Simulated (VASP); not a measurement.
# A point defect in a supercell of ZrC

How easily does a point defect form in ZrC? The host is relaxed first, then a supercell is run with and without the defect. The start is a cell from a database of measured crystal structures.

Method: PBE; plane waves and PAW (Zr_sv, C), in the first sound run; inputs show where later runs differ, in VASP 6.6.1.

The database entry behind the starting cell differs from later determinations by our own check (an axis about 0.7 % long against later determinations), so it need not match the best structure at ambient conditions.

### 1. The host crystal

The structure is cubic, space group Fm-3m (No. 225). The conventional cell has a = 4.730 Å, b = 4.730 Å, c = 4.730 Å, α = 90.00°, β = 90.00°, γ = 90.00°. Zr has 6 C at 2.37 Å nearest. C has 6 Zr at 2.37 Å nearest. Farther neighbours are not listed.

### 2. The host at zero pressure

The later steps need the crystal at this functional's own lattice; a raised cutoff keeps the stress reliable while the cell changes.

Contents of INCAR:

```
SYSTEM = ZrC
PREC = Accurate
ENCUT = 520
EDIFF = 1E-06
NELM = 120
ISMEAR = 0
SIGMA = 0.05
LREAL = .FALSE.
ALGO = Normal
GGA = PE
NBANDS = 14
LASPH = .TRUE.
LORBIT = 11
LWAVE = .FALSE.
LCHARG = .FALSE.
IBRION = 2
NSW = 40
ISIF = 3
EDIFFG = -0.02
POTIM = 0.4
```

Contents of POSCAR:

```
ZrC
1.0
    0.0000000000      2.3650000000      2.3650000000
    2.3650000000      0.0000000000      2.3650000000
    2.3650000000      2.3650000000      0.0000000000
Zr C
1 1
Direct
    0.5000000000      0.5000000000      0.5000000000
    0.0000000000      0.0000000000      0.0000000000
```

Contents of KPOINTS:

```
Automatic mesh
0
Gamma
5 5 5
0 0 0
```

PAW data sets: Zr_sv and C (PBE family, release 64).

Launch:

```console
export OMP_NUM_THREADS=5
mpirun -np 1 vasp_std
```

The program printed:

```text
[banner, memory and clock lines left out]
running    1 mpi-ranks, on    1 nodes
 distrk:  each k-point on    1 cores,    1 groups
 distr:  one band on    1 cores,    1 groups
 Offloading initialized ...    1 GPUs detected
 POSCAR found type information on POSCAR ZrC
 POSCAR found :  2 types and       2 ions
 LDA part: xc-table for (Slater+PW92), standard interpolation
 POSCAR, INCAR and KPOINTS ok, starting setup
 FFT: planning ... GRIDC
 FFT: planning ... GRID_SOFT
 FFT: planning ... GRID
 WAVECAR not read
 entering main loop
       N       E                     dE             d eps       ncg     rms          rms(c)
DAV:   1     0.100247535600E+03    0.10025E+03   -0.91883E+03   280   0.118E+03
DAV:   2    -0.165841722725E+02   -0.11683E+03   -0.10971E+03   364   0.300E+02
DAV:   3    -0.228591937762E+02   -0.62750E+01   -0.62420E+01   466   0.596E+01
DAV:   4    -0.229329597316E+02   -0.73766E-01   -0.73745E-01   332   0.501E+00
DAV:   5    -0.229347663897E+02   -0.18067E-02   -0.18066E-02   364   0.486E-01    0.196E+01
DAV:   6    -0.195972563006E+02    0.33375E+01   -0.83968E+00   344   0.245E+01    0.700E+00
DAV:   7    -0.194351990122E+02    0.16206E+00   -0.61969E-01   330   0.642E+00    0.601E+00
DAV:   8    -0.194646179618E+02   -0.29419E-01   -0.34603E-01   322   0.465E+00    0.466E+00
DAV:   9    -0.194168285068E+02    0.47789E-01   -0.11567E-01   322   0.230E+00    0.370E-01
DAV:  10    -0.194171707545E+02   -0.34225E-03   -0.46366E-03   312   0.733E-01    0.356E-01
DAV:  11    -0.194163532962E+02    0.81746E-03   -0.11852E-03   322   0.378E-01    0.837E-02
DAV:  12    -0.194163202172E+02    0.33079E-04   -0.13093E-04   340   0.974E-02    0.496E-02
DAV:  13    -0.194163151002E+02    0.51170E-05   -0.48687E-06   328   0.186E-02    0.229E-02
DAV:  14    -0.194163130570E+02    0.20432E-05   -0.36505E-06   328   0.118E-02    0.319E-03
DAV:  15    -0.194163128978E+02    0.15914E-06   -0.94300E-08   146   0.221E-03
   1 F= -.19416313E+02 E0= -.19414384E+02  d E =-.194163E+02
 curvature:   0.00 expect dE= 0.000E+00 dE for cont linesearch  0.000E+00
 trial: gam= 0.00000 g(F)=  0.716E-59 g(S)=  0.117E-01 ort = 0.000E+00 (trialstep = 0.100E+01)
 search vector abs. value=  0.117E-01
 bond charge predicted
       N       E                     dE             d eps       ncg     rms          rms(c)
DAV:   1    -0.194823498094E+02   -0.66037E-01   -0.21758E+00   310   0.150E+01    0.330E+00
DAV:   2    -0.194258244284E+02    0.56525E-01   -0.12604E-01   328   0.404E+00    0.993E-01
DAV:   3    -0.194142767326E+02    0.11548E-01   -0.50671E-02   406   0.160E+00    0.210E-01
DAV:   4    -0.194148553669E+02   -0.57863E-03   -0.44980E-03   486   0.563E-01    0.319E-01
DAV:   5    -0.194157358116E+02   -0.88044E-03   -0.36998E-04   408   0.158E-01    0.145E-01
DAV:   6    -0.194163839851E+02   -0.64817E-03   -0.11399E-03   430   0.193E-01    0.183E-02
DAV:   7    -0.194163860527E+02   -0.20675E-05   -0.22621E-05   292   0.336E-02    0.148E-02
DAV:   8    -0.194163892966E+02   -0.32439E-05   -0.20069E-06   256   0.150E-02    0.224E-03
DAV:   9    -0.194163896426E+02   -0.34600E-06   -0.33726E-07   170   0.548E-03
   2 F= -.19416390E+02 E0= -.19414879E+02  d E =-.767447E-04
 trial-energy change:   -0.000077  1 .order    0.000065   -0.011684    0.011813
 step:   0.5063(harm=  0.4973)  dis= 0.00000  next Energy=   -19.419289 (dE=-0.298E-02)
 bond charge predicted
       N       E                     dE             d eps       ncg     rms          rms(c)
DAV:   1    -0.194351368728E+02   -0.18748E-01   -0.52740E-01   310   0.747E+00    0.162E+00
DAV:   2    -0.194219782155E+02    0.13159E-01   -0.33673E-02   328   0.208E+00    0.524E-01
DAV:   3    -0.194194103862E+02    0.25678E-02   -0.10395E-02   380   0.720E-01    0.157E-01
DAV:   4    -0.194189136218E+02    0.49676E-03   -0.25365E-03   462   0.451E-01    0.175E-01
DAV:   5    -0.194191182746E+02   -0.20465E-03   -0.11437E-04   390   0.936E-02    0.958E-02
DAV:   6    -0.194193000048E+02   -0.18173E-03   -0.35581E-04   412   0.104E-01    0.110E-02
DAV:   7    -0.194192994576E+02    0.54720E-06   -0.37297E-06   292   0.155E-02
   3 F= -.19419299E+02 E0= -.19417547E+02  d E =-.298656E-02
 curvature:  -0.25 expect dE=-0.181E-06 dE for cont linesearch -0.181E-06
 trial: gam= 0.00000 g(F)=  0.382E-60 g(S)=  0.727E-06 ort =-0.922E-04 (trialstep = 0.901E+00)
 search vector abs. value=  0.727E-06
 reached required accuracy - stopping structural energy minimisation
```

Wall time 36 s (1 × NVIDIA H100 80GB HBM3, 81559 MiB with 1 MPI rank of AMD EPYC 7R13 (Zen 3), card shared with another run, shared host); peak memory 1.6 GiB.

Lines that name or quote the potential files are left out of all logs, and their timing lines are given in words.

Parts of OUTCAR (step 2):

```text
ion  position               nearest neighbor table
   1  0.500  0.500  0.500-   2 2.37   2 2.37   2 2.37   2 2.37   2 2.37   2 2.37
   2  0.000  0.000  0.000-   1 2.37   1 2.37   1 2.37   1 2.37   1 2.37   1 2.37

  LATTYP: Found a face centered cubic cell.
 ALAT       =     4.7300000000

 Subroutine GETGRP returns: Found 48 space group operations
 (whereof 48 operations were pure point group operations)

The static configuration has the point symmetry O_h .

 Found     10 irreducible k-points:

   k-points           NKPTS =     10   k-points in BZ     NKDIM =     10   number of bands    NBANDS=     14

   dimension x,y,z NGX =    28 NGY =   28 NGZ =   28
   dimension x,y,z NGXF=    56 NGYF=   56 NGZF=   56

   ENCUT  =  520.0 eV  38.22 Ry    6.18 a.u.   6.22  6.22  6.22*2*pi/ulx,y,z

   NELECT =      16.0000    total number of electrons

 k-points in reciprocal lattice and weights: Automatic mesh
   0.00000000  0.00000000  0.00000000       0.008
   0.20000000  0.00000000  0.00000000       0.064
   0.40000000  0.00000000  0.00000000       0.064
   0.20000000  0.20000000  0.00000000       0.048
   0.40000000  0.20000000  0.00000000       0.192
  -0.40000000  0.20000000  0.00000000       0.192
  -0.20000000  0.20000000  0.00000000       0.096
   0.40000000  0.40000000  0.00000000       0.048
  -0.40000000  0.40000000  0.00000000       0.096
  -0.40000000  0.40000000  0.20000000       0.192

 average (electrostatic) potential at core
       1 -73.3392       2 -44.1675

 E-fermi :   9.4259

 k-point     1 :       0.0000    0.0000    0.0000
  band No.  band energies     occupation
      1     -38.5578      2.00000
      2     -16.2736      2.00000
      3     -16.2736      2.00000
      4     -16.2736      2.00000
      5      -1.7534      2.00000
      6      10.4589      0.00000
      7      10.4589      0.00000
      8      10.4589      0.00000
      9      10.6487      0.00000
     10      10.6487      0.00000
    ...

 k-point     2 :       0.2000    0.0000    0.0000
  band No.  band energies     occupation
    ...
      4     -16.3007      2.00000
      5      -0.9171      2.00000
      6       7.5889      2.00000
      7       8.2852      2.00000
      8       8.2852      2.00000
      9      11.6649      0.00000
     10      11.6649      0.00000
     11      12.0084      0.00000
     12      15.3066      0.00000
     13      15.3066      0.00000
    ...

 k-point     3 :       0.4000    0.0000    0.0000
  band No.  band energies     occupation
    ...
      4     -16.3440      2.00000
      5       0.8287      2.00000
      6       4.8354      2.00000
      7       6.8159      2.00000
      8       6.8159      2.00000
      9      13.5720      0.00000
     10      13.5720      0.00000
     11      13.7798      0.00000
     12      17.3377      0.00000
     13      18.8625      0.00000
    ...

  Total        0.0035436      0.0035436      0.0035436      0.0000000      0.0000000     -0.0000000
  in kB        0.2174501      0.2174501      0.2174501      0.0000000      0.0000000     -0.0000000
  external PRESSURE =       0.2174501 kB  Pullay stress =       0.0000000 kB

  energy-cutoff  :      520.00
  volume of cell :       26.11
      direct lattice vectors                 reciprocal lattice vectors
    -0.000000000  2.354620185  2.354620185    -0.212348473  0.212348473  0.212348473
     2.354620185 -0.000000000  2.354620185     0.212348473 -0.212348473  0.212348473
     2.354620185  2.354620185  0.000000000     0.212348473  0.212348473 -0.212348473

 POSITION                                       TOTAL-FORCE (eV/Angst)
 -----------------------------------------------------------------------------------
      2.35462      2.35462      2.35462         0.000000      0.000000      0.000000
      0.00000      0.00000      0.00000         0.000000     -0.000000     -0.000000
 -----------------------------------------------------------------------------------
    total drift:                                0.000000      0.000000      0.000000

  FREE ENERGIE OF THE ION-ELECTRON SYSTEM (eV)
  ---------------------------------------------------
  free  energy   TOTEN  =       -19.4192994576 eV

  energy  without entropy=      -19.4157943708  energy(sigma->0) =      -19.41754691

 reached required accuracy - stopping structural energy minimisation

 total charge
# of ion       s       p       d       tot
------------------------------------------
    1        2.172   6.040   1.629   9.841
    2        0.886   1.469   0.000   2.355
--------------------------------------------------
tot          3.058   7.509   1.629  12.195

[... 3 further parts left out ...]
```

CONTCAR:

```
ZrC
    1.000000000000000
    -0.0000000000000000    2.3546201846311705    2.3546201846311705
     2.3546201846311705   -0.0000000000000000    2.3546201846311705
     2.3546201846311705    2.3546201846311705    0.0000000000000000
  Zr              C
     1     1
Direct
     0.5000000000000000    0.5000000000000000    0.5000000000000000
     0.0000000000000000    0.0000000000000000    0.0000000000000000
```

The k-mesh is coarse for a metal. The run keeps the 48 symmetry operations of its start, so it cannot find a distortion of lower symmetry.

Step by step:

```
step  energy less that of the first step (eV)  largest force (eV/Å)  pressure (GPa)  volume (Å³)
   1                                   0.0000                0.0000           -2.72        26.46
   2                                  -0.0001                0.0000            2.82        25.77
   3                                  -0.0030                0.0000            0.02        26.11
```

| conventional cell, symmetrised | before | after | change |
| --- | --- | --- | --- |
| a (Å) | 4.730 | 4.709 | -0.4 % |
| b (Å) | 4.730 | 4.709 | -0.4 % |
| c (Å) | 4.730 | 4.709 | -0.4 % |
| volume (Å³/atom) | 13.23 | 13.05 | -1.3 % |

The relaxed structure:

```
Zr C
1.0
     0.00000    2.35462    2.35462
     2.35462    0.00000    2.35462
     2.35462    2.35462    0.00000
Zr C
1 1
Cartesian
  2.3546 2.3546 2.3546
  0.0000 0.0000 0.0000
```

Numbers from this step:

```
electronic cycles                               : 31
electrons                                       : 16
free energy (TOTEN)                             : -19.42 eV
energy at zero smearing                         : -19.42 eV
Fermi energy                                    : 9.426 eV
labelled metallic, from the levels on this mesh : yes
```

The run ended after 3 ionic steps, 0.003 eV below its first step, once forces and stress met EDIFFG = -0.02.

[end of part 1 of 4]

[Lines on the potential files, build, host, timing and source positions are cut from VASP's logs without a mark.]

[Logs are printed without paths, hosts, clocks, repeated set-up lines and the standing remarks that a program may print on its own settings, such as how far it seeks lower states.]

[Hosts, paths, dates, database ids (printed as entryN), source tags and the programs' standing remarks are cut or masked in the printed files.]

[In band tables of VASP the shares of atoms and orbitals are scaled to a sum of 1 inside the atoms' spheres.]

[Runs that stopped without an error message from VASP are left out.]
